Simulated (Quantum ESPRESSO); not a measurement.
# TaN (P4_2/mmc) in Quantum ESPRESSO: single point with PBE

Aim: the single point of TaN with PBE.

Everything below comes from runs of Quantum ESPRESSO 7.5. Logs are shortened: lines on timing, memory, paths and dates and some standing lists are left out, and cuts for length are marked.

## Step 1: The crystal as given

It takes space group P4_2/mmc (No. 131, tetragonal). The conventional cell has a = 3.663 Å, b = 3.663 Å, c = 4.560 Å, α = 90.00°, β = 90.00°, γ = 90.00°. Ta (site symmetry mmm) is surrounded by 4 N at 2.16 Å. N (site symmetry -4m2) has 4 Ta at 2.16 Å and 2 N at 2.28 Å as nearest neighbours.

The cell comes from a database or a generator and needn't be the stable form of this composition.

## Step 2: Single point, PBE

File run.py:

```python
import numpy as np
from ase.calculators.espresso import Espresso, EspressoProfile
from ase.io import read

atoms = read('POSCAR')

input_data = {
    'control': {'calculation': 'scf', 'prefix': 'pwscf', 'outdir': './tmp', 'tprnfor': True, 'tstress': True, 'disk_io': 'nowf'},
    'system': {'ecutwfc': 60.0, 'ecutrho': 480.0, 'nbnd': 26, 'occupations': 'smearing', 'smearing': 'fd', 'degauss': 0.00367493},
    'electrons': {'conv_thr': 8e-10, 'electron_maxstep': 120, 'mixing_beta': 0.5},
}
pseudopotentials = {'N': 'N.pbe-n-radius_5.UPF', 'Ta': 'Ta_pbe_v1.uspp.F.UPF'}
profile = EspressoProfile(command='pw.x', pseudo_dir='pseudo')
dft = Espresso(profile=profile, input_data=input_data, pseudopotentials=pseudopotentials, kpts=(7, 7, 6), koffset=(0, 0, 0))
atoms.calc = dft

print(f'energy {atoms.get_potential_energy():.8f} eV')
print('forces (eV/A)')
print(np.round(atoms.get_forces(), 6))
print('stress (eV/A^3, Voigt)')
print(np.round(atoms.get_stress(), 8))
print(f'Fermi level {dft.get_fermi_level():.4f} eV')
```

File POSCAR:

```
TaN
1.0
    3.6630404800      0.0000000000      0.0000000000
    0.0000000000      3.6630404800      0.0000000000
    0.0000000000      0.0000000000      4.5604939800
Ta N
2 2
Direct
    0.0000000000      0.5000000000      0.0000000000
    0.5000000000      0.0000000000      0.5000000000
    0.0000000000      0.0000000000      0.2500000000
    0.0000000000      0.0000000000      0.7500000000
```

Potentials or basis: SSSP 1.3 efficiency PBE.

Command:

```sh
OMP_NUM_THREADS=1 python run.py
```

Output:

```text
energy -4410.78521940 eV
forces (eV/A)
[[0. 0. 0.]
 [0. 0. 0.]
 [0. 0. 0.]
 [0. 0. 0.]]
stress (eV/A^3, Voigt)
[ 0.19379002  0.19379002 -0.01290103 -0.         -0.         -0.        ]
Fermi level 13.4352 eV
```

espresso.pwi:

```text
&CONTROL
   calculation      = 'scf'
   tstress          = .true.
   tprnfor          = .true.
   outdir           = './tmp'
   prefix           = 'pwscf'
   disk_io          = 'nowf'
   pseudo_dir       = 'pseudo'
/
&SYSTEM
   nbnd             = 26
   ecutwfc          = 60.0
   ecutrho          = 480.0
   occupations      = 'smearing'
   degauss          = 0.00367493
   smearing         = 'fd'
   ntyp             = 2
   nat              = 4
   ibrav            = 0
/
&ELECTRONS
   electron_maxstep = 120
   conv_thr         = 8e-10
   mixing_beta      = 0.5
/
&IONS
/
&CELL
/
&FCP
/
&RISM
/
ATOMIC_SPECIES
Ta 180.94788 Ta_pbe_v1.uspp.F.UPF
N 14.007 N.pbe-n-radius_5.UPF

K_POINTS automatic
7 7 6  0 0 0

CELL_PARAMETERS angstrom
3.66304048000000 0.00000000000000 0.00000000000000
0.00000000000000 3.66304048000000 0.00000000000000
0.00000000000000 0.00000000000000 4.56049398000000

ATOMIC_POSITIONS angstrom
Ta 0.0000000000 1.8315202400 0.0000000000  
Ta 1.8315202400 0.0000000000 2.2802469900  
N 0.0000000000 0.0000000000 1.1401234950  
N 0.0000000000 0.0000000000 3.4203704850
```

espresso.pwo:

```text
This program is part of the open-source Quantum ESPRESSO suite
     for quantum simulation of materials; please cite
         "P. Giannozzi et al., J. Phys.:Condens. Matter 21 395502 (2009);
         "P. Giannozzi et al., J. Phys.:Condens. Matter 29 465901 (2017);
         "P. Giannozzi et al., J. Chem. Phys. 152 154105 (2020);
     in publications or presentations arising from this work. More details at

Warning: card &CELL ignored
Warning: card &FCP ignored
Warning: card &RISM ignored

     Message from routine setup:
     using ibrav=0 with symmetry is DISCOURAGED, use correct ibrav instead

     G-vector sticks info
     --------------------
     sticks:   dense  smooth     PW     G-vecs:    dense   smooth      PW
     Sum        1829     917    277                73289    25919    4155

     Using Slab Decomposition

     bravais-lattice index     =            0
     lattice parameter (alat)  =       6.9221  a.u.
     unit-cell volume          =     412.9447 (a.u.)^3
     number of atoms/cell      =            4
     number of atomic types    =            2
     number of electrons       =        36.00
     number of Kohn-Sham states=           26
     kinetic-energy cutoff     =      60.0000  Ry
     charge density cutoff     =     480.0000  Ry
     scf convergence threshold =      8.0E-10
     mixing beta               =       0.5000
     number of iterations used =            8  plain     mixing
     Exchange-correlation= PBE
                           (   1   4   3   4   0   0   0)

     celldm(1)=   6.922143  celldm(2)=   0.000000  celldm(3)=   0.000000
     celldm(4)=   0.000000  celldm(5)=   0.000000  celldm(6)=   0.000000

     crystal axes: (cart. coord. in units of alat)
               a(1) = (   1.000000   0.000000   0.000000 )
               a(2) = (   0.000000   1.000000   0.000000 )
               a(3) = (   0.000000   0.000000   1.245002 )

     reciprocal axes: (cart. coord. in units 2 pi/alat)
               b(1) = (  1.000000  0.000000  0.000000 )
               b(2) = (  0.000000  1.000000  0.000000 )
               b(3) = (  0.000000  0.000000  0.803211 )

     PseudoPot. # 1 for Ta read from file:
     Ta_pbe_v1.uspp.F.UPF
     Pseudo is Ultrasoft + core correction, Zval = 13.0
     Generated by new atomic code, or converted to UPF format
     Using radial grid of  921 points,  7 beta functions with:
                l(1) =   0
                l(2) =   0
                l(3) =   1
                l(4) =   1
                l(5) =   2
                l(6) =   2
                l(7) =   3
     Q(r) pseudized with  6 coefficients,  rinner =    1.300   1.300   1.300
                                                       1.300   1.300   1.300
                                                       1.300

     PseudoPot. # 2 for N  read from file:
     N.pbe-n-radius_5.UPF
     Pseudo is Ultrasoft + core correction, Zval =  5.0
     Generated using "atomic" code by A. Dal Corso  v.5.1
     Using radial grid of 1085 points,  4 beta functions with:
                l(1) =   0
                l(2) =   0
                l(3) =   1
                l(4) =   1
     Q(r) pseudized with 0 coefficients

     atomic species   valence    mass     pseudopotential
     Ta               13.00   180.94788     Ta( 1.00)
     N                 5.00    14.00700     N ( 1.00)

     16 Sym. Ops., with inversion, found ( 8 have fractional translation)

   Cartesian axes

     site n.     atom                  positions (alat units)
         1        Ta     tau(   1) = (   0.0000000   0.5000000   0.0000000  )
         2        Ta     tau(   2) = (   0.5000000   0.0000000   0.6225012  )
         3        N      tau(   3) = (   0.0000000   0.0000000   0.3112506  )
         4        N      tau(   4) = (   0.0000000   0.0000000   0.9337518  )

     number of k points=    40  Fermi-Dirac smearing, width (Ry)=  0.0037
                       cart. coord. in units 2pi/alat
        k(    1) = (   0.0000000   0.0000000   0.0000000), wk =   0.0068027
        k(    2) = (   0.0000000   0.0000000   0.1338686), wk =   0.0136054
        k(    3) = (   0.0000000   0.0000000   0.2677371), wk =   0.0136054
        k(    4) = (   0.0000000   0.0000000  -0.4016057), wk =   0.0068027
        k(    5) = (   0.0000000   0.1428571   0.0000000), wk =   0.0272109
        k(    6) = (   0.0000000   0.1428571   0.1338686), wk =   0.0544218
[... 32 lines left out ...]
        k(   39) = (   0.4285714   0.4285714   0.2677371), wk =   0.0544218
        k(   40) = (   0.4285714   0.4285714  -0.4016057), wk =   0.0272109

     Dense  grid:    73289 G-vectors     FFT dimensions: (  50,  50,  64)

     Smooth grid:    25919 G-vectors     FFT dimensions: (  36,  36,  48)

     Initial potential from superposition of free atoms

     starting charge      35.9978, renormalised to      36.0000

     negative rho (up, down):  1.872E-01 0.000E+00
     Starting wfcs are   34 randomized atomic wfcs

     Self-consistent Calculation

     iteration #  1     ecut=    60.00 Ry     beta= 0.50
     Davidson diagonalization with overlap
     ethr =  1.00E-02,  avg # of iterations =  2.0

     negative rho (up, down):  1.917E-01 0.000E+00

     total energy              =    -323.25599075 Ry
     estimated scf accuracy    <       2.11613269 Ry

     iteration #  2     ecut=    60.00 Ry     beta= 0.50
     Davidson diagonalization with overlap
     ethr =  5.88E-03,  avg # of iterations =  3.1

     negative rho (up, down):  1.935E-01 0.000E+00

     total energy              =    -323.63643104 Ry
     estimated scf accuracy    <       3.57271174 Ry

     iteration #  3     ecut=    60.00 Ry     beta= 0.50
     Davidson diagonalization with overlap
     ethr =  5.88E-03,  avg # of iterations =  2.1

     negative rho (up, down):  1.945E-01 0.000E+00

     total energy              =    -324.17131876 Ry
     estimated scf accuracy    <       0.02106300 Ry

     iteration #  4     ecut=    60.00 Ry     beta= 0.50
     Davidson diagonalization with overlap
     ethr =  5.85E-05,  avg # of iterations =  6.0
[... 24 lines left out ...]
     iteration #  7     ecut=    60.00 Ry     beta= 0.50
     Davidson diagonalization with overlap
     ethr =  6.03E-06,  avg # of iterations =  4.3

     negative rho (up, down):  1.981E-01 0.000E+00

     total energy              =    -324.18625279 Ry
     estimated scf accuracy    <       0.00277354 Ry

     iteration #  8     ecut=    60.00 Ry     beta= 0.50
     Davidson diagonalization with overlap
     ethr =  6.03E-06,  avg # of iterations =  2.0

     negative rho (up, down):  1.981E-01 0.000E+00

     total energy              =    -324.18674545 Ry
     estimated scf accuracy    <       0.00002637 Ry

     iteration #  9     ecut=    60.00 Ry     beta= 0.50
     Davidson diagonalization with overlap
     c_bands:  1 eigenvalues not converged
     ethr =  7.32E-08,  avg # of iterations =  5.2

     negative rho (up, down):  1.981E-01 0.000E+00

     total energy              =    -324.18676629 Ry
     estimated scf accuracy    <       0.00007921 Ry

     iteration # 10     ecut=    60.00 Ry     beta= 0.50
     Davidson diagonalization with overlap
     ethr =  7.32E-08,  avg # of iterations =  1.0

     negative rho (up, down):  1.981E-01 0.000E+00

     total energy              =    -324.18675727 Ry
     estimated scf accuracy    <       0.00003596 Ry

     iteration # 11     ecut=    60.00 Ry     beta= 0.50
     Davidson diagonalization with overlap
     ethr =  7.32E-08,  avg # of iterations =  2.1

     negative rho (up, down):  1.981E-01 0.000E+00

     total energy              =    -324.18676237 Ry
     estimated scf accuracy    <       0.00000004 Ry

     iteration # 12     ecut=    60.00 Ry     beta= 0.50
     Davidson diagonalization with overlap
     ethr =  1.05E-10,  avg # of iterations =  5.1

     negative rho (up, down):  1.981E-01 0.000E+00
[... 35 lines left out ...]
     negative rho (up, down):  1.981E-01 0.000E+00

     total energy              =    -324.18676251 Ry
     estimated scf accuracy    <          2.1E-09 Ry

     iteration # 17     ecut=    60.00 Ry     beta= 0.50
     Davidson diagonalization with overlap
     ethr =  5.83E-12,  avg # of iterations =  1.0

     negative rho (up, down):  1.981E-01 0.000E+00

     total energy              =    -324.18676251 Ry
     estimated scf accuracy    <          9.1E-10 Ry

     iteration # 18     ecut=    60.00 Ry     beta= 0.50
     Davidson diagonalization with overlap
     ethr =  2.53E-12,  avg # of iterations =  1.1

     negative rho (up, down):  1.981E-01 0.000E+00

     End of self-consistent calculation

          k = 0.0000 0.0000 0.0000 (  3237 PWs)   bands (ev):

   -55.7601 -55.7440 -22.3767 -22.1607 -22.1607 -22.1468 -22.0068 -22.0068
    -3.4944   0.4342   5.2123   7.8058   7.8058   8.8632   9.8688   9.8688
    11.7539  13.7285  14.6934  14.7353  15.2039  15.2039  15.7504  17.1411
    18.2072  20.1696

          k = 0.0000 0.0000 0.1339 (  3229 PWs)   bands (ev):

   -55.7591 -55.7451 -22.3627 -22.1637 -22.1549 -22.1549 -22.0126 -22.0126
    -3.3217  -0.0569   5.8956   7.7345   7.7345   9.0766   9.9377   9.9377
    11.7528  13.3927  13.8387  15.2420  15.2718  15.2718  15.5796  15.8862
    19.5691  20.5148

          k = 0.0000 0.0000 0.2677 (  3225 PWs)   bands (ev):

   -55.7561 -55.7480 -22.3235 -22.2087 -22.1414 -22.1414 -22.0261 -22.0261
    -2.8187  -1.0452   7.4612   7.6063   7.6063   9.6856  10.0561  10.0561
    11.4467  11.4856  14.1536  14.9965  15.1477  15.2757  15.4387  15.4387
    20.4415  20.4415

          k = 0.0000 0.0000-0.4016 (  3246 PWs)   bands (ev):

   -55.7521 -55.7521 -22.2676 -22.2676 -22.1333 -22.1333 -22.0343 -22.0343
    -2.0307  -2.0307   7.5481   7.5481   9.3930   9.3930  10.1072  10.1072
    10.6117  10.6117  14.6224  14.6224  15.0341  15.0341  15.5409  15.5409
    20.1733  20.1733

          k = 0.0000 0.1429 0.0000 (  3233 PWs)   bands (ev):
[... 230 lines left out ...]
          k = 0.4286 0.4286 0.1339 (  3220 PWs)   bands (ev):

   -55.7492 -55.7485 -22.3546 -22.2515 -22.2386 -22.1396 -22.1361 -22.0225
    -1.5887  -0.9149   6.5757   6.5873   8.1233  10.0615  10.0934  11.3954
    12.2144  12.7520  13.5669  13.5785  15.4068  15.5349  16.6101  16.8230
    17.6361  18.3944

          k = 0.4286 0.4286 0.2677 (  3231 PWs)   bands (ev):

   -55.7490 -55.7486 -22.3167 -22.2589 -22.2376 -22.1782 -22.1107 -22.0456
    -1.4784  -1.0967   7.1493   7.1795   8.6254   9.1175   9.4884  11.3234
    11.4756  12.2571  14.1907  14.2062  15.5514  15.6694  16.2574  16.5288
    18.2120  18.3792

          k = 0.4286 0.4286-0.4016 (  3234 PWs)   bands (ev):

   -55.7488 -55.7488 -22.2767 -22.2767 -22.2207 -22.2207 -22.0777 -22.0777
    -1.3048  -1.3048   7.9690   7.9690   8.0873   8.0873  10.2227  10.2227
    11.7849  11.7849  14.5766  14.5766  15.6744  15.6744  16.0497  16.0497
    18.3722  18.3722

     the Fermi energy is    13.4352 ev

!    total energy              =    -324.18676251 Ry
     estimated scf accuracy    <          8.3E-11 Ry
     smearing contrib. (-TS)   =      -0.00104762 Ry
     internal energy E=F+TS    =    -324.18571490 Ry

     The total energy is F=E-TS. E is the sum of the following terms:
     one-electron contribution =     -67.87887653 Ry
     hartree contribution      =      48.43741762 Ry
     xc contribution           =     -94.88581630 Ry
     ewald contribution        =    -209.85843969 Ry

     convergence has been achieved in  18 iterations

     negative rho (up, down):  1.981E-01 0.000E+00

     Forces acting on atoms (cartesian axes, Ry/au):

     atom    1 type  1   force =     0.00000000    0.00000000    0.00000000
     atom    2 type  1   force =     0.00000000    0.00000000    0.00000000
     atom    3 type  2   force =     0.00000000    0.00000000    0.00000000
     atom    4 type  2   force =     0.00000000    0.00000000    0.00000000

     Total force =     0.000000     Total SCF correction =     0.000000

     Computing stress (Cartesian axis) and pressure

     negative rho (up, down):  1.981E-01 0.000E+00
          total   stress  (Ry/bohr**3)                   (kbar)     P=     -200.10
  -0.00211064   0.00000000   0.00000000         -310.49        0.00        0.00
   0.00000000  -0.00211064   0.00000000            0.00     -310.49        0.00
   0.00000000   0.00000000   0.00014051            0.00        0.00       20.67

=------------------------------------------------------------------------------=
   JOB DONE.
=------------------------------------------------------------------------------=
```

It took 2.4 min on 1 thread of Intel Xeon Platinum 8259CL at 2.50GHz (Skylake/Cascade Lake), shared host; peak memory 0.56 GiB.

Results:

| Item | Value |
| --- | --- |
| Free energy | -4410.7856 eV |
| Pressure | -20.0 GPa |
| Band gap on the k mesh | none (metal or under the smearing width) |

Caveat: so large a pressure means that the cell lies far from this level's equilibrium, or that cutoff or potentials fall short.
